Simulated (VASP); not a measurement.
# CdS (Greenockite): relaxation of shape and atoms at fixed volume with PBE

The system is CdS (Greenockite).

```
Cd S
1.0
     4.06669    0.00000    0.00000
    -2.03334    3.52185    0.00000
     0.00000    0.00000    6.61750
Cd S
2 2
Direct
  0.33333 0.66667 0.99921
  0.66667 0.33333 0.49921
  0.33333 0.66667 0.37579
  0.66667 0.33333 0.87579
```

| Item | Value |
| --- | --- |
| Program | VASP 6.6.1 |
| Task | relaxation of shape and atoms at fixed volume |
| Functional | PBE |
| Potentials or basis | VASP PAW PBE potentials, release 64 (Cd, S) |
| Cutoff | 600 eV |
| k mesh | 9 × 9 × 4 |
| Occupations | gaussian, width 0.02 eV |
| Spin | no spin polarisation |
| Dipole correction | no |
| Further INCAR settings | ALGO = Fast; EDIFF = 1e-07; IBRION = 2; EDIFFG = -0.01; NSW = 50; ISIF = 4 |

```
Pressure after relaxing      : 6.6 GPa
Largest force after relaxing : 0.009 eV/Å
Band gap on the k mesh       : 1.34 eV, direct
```

Forces on the atoms (eV/Å):
```
Cd   0.000  0.000  0.009
Cd   0.000  0.000  0.009
S    0.000  0.000 -0.009
S    0.000  0.000 -0.009
```

Final structure:
```xyz
4
Lattice="4.0667 0.0000 0.0000 -2.0333 3.5219 0.0000 0.0000 0.0000 6.6175" Properties=species:S:1:pos:R:3 pbc="T T T"
Cd    0.0000    2.3479    6.6123
Cd    2.0333    1.1740    3.3035
S     0.0000    2.3479    2.4868
S     2.0333    1.1740    5.7956
```

Levels at points of the mesh, in eV from the valence-band top:
```csv
k point,band 16,band 17,band 18,band 19,band 20,band 21
"(0.00, 0.00, 0.00)",-0.05,0.00,0.00,1.34,2.86,6.47
"(0.00, 0.00, 0.50)",-0.43,-0.43,-0.43,2.97,2.97,6.24
```

Run time: 34 s on 1 thread of Intel(R) Xeon(R) 6975P-C (Granite Rapids) (shared host), peak memory 0.26 GiB.

Caveat: the relaxation stopped at its first step, so nothing moved. Expect the measured gap to be larger: semilocal functionals such as PBE lack the derivative discontinuity.
